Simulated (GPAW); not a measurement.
# Br in GPAW: convergence with density grid spacing (A)

Input of the first run (density grid spacing (A) 0.24); the others differ in this setting and in those tied to it:

run.py

```python
from ase import Atoms
from ase.dft.bandgap import bandgap
from ase.io import write
from ase.units import GPa
from gpaw import GPAW, PW, setup_paths

setup_paths.insert(0, '.')

atoms = Atoms(['Br'],
              cell=[[-1.286768405, 1.7199972, 3.57799116],
                    [1.286768405, -1.7199972, 3.57799116],
                    [1.286768405, 1.7199972, -3.57799116]],
              scaled_positions=[[0.0, 0.0, 0.0]],
              pbc=True)

calc = GPAW(mode=PW(600),
            h=0.24,
            xc='PBEsol',
            kpts={'size': (8, 8, 8), 'gamma': True},
            occupations={'name': 'fermi-dirac', 'width': 0.05},
            nbands=10,
            convergence={'density': 1e-05, 'energy': 1e-05},
            maxiter=100,
            txt='gpaw.txt')
atoms.calc = calc
energy = atoms.get_potential_energy()
forces = atoms.get_forces()
stress = atoms.get_stress()
calc.write('gs.gpw')
write('result.traj', atoms)
print(f'Energy: {energy:.6f} eV')
print('Forces (eV/A):')
print(forces.round(4))
print('Stress (GPa):', (stress / GPa).round(3))
print('Fermi level:', round(calc.get_fermi_level(), 4), 'eV')
print(f'Gap: {bandgap(calc)[0]:.4f} eV, direct: {bandgap(calc, direct=True)[0]:.4f} eV')
```

Potentials or basis: PAW data sets generated in the run's folder for this functional, pw.

Run with:

```sh
$ gpaw-setup -f PBEsol Br
$ OMP_NUM_THREADS=1 python run.py
```

Hardware: 1 thread of Arm Neoverse N1 (shared host).

```tsv
density grid spacing (A)	energy less the tightest run, at zero smearing (meV/atom)	SCF cycles	CPU time (s)	peak memory (GiB)
0.24	0.26	9	26	0.15
0.2	-0.16	9	35	0.15
0.17	-0.07	9	37	0.16
0.15	-0.04	9	60	0.17
0.13	-0.01	9	120	0.2
0.11	-0.01	9	150	0.22
0.09	0.00	9	260	0.28
```

Against the tightest run, the energy stays within 1 meV/atom from 0.24 on. The tightest run that finished is the yardstick and may itself not be fully converged.

Caveat, for the tightest run too: the k mesh is coarse (spacing up to 0.38 Å⁻¹), so the values aren't converged; an odd number of electrons without spin polarisation forces a metal; a magnetic or distorted state may lie lower; the program warned that so skewed a cell can give wrong results.
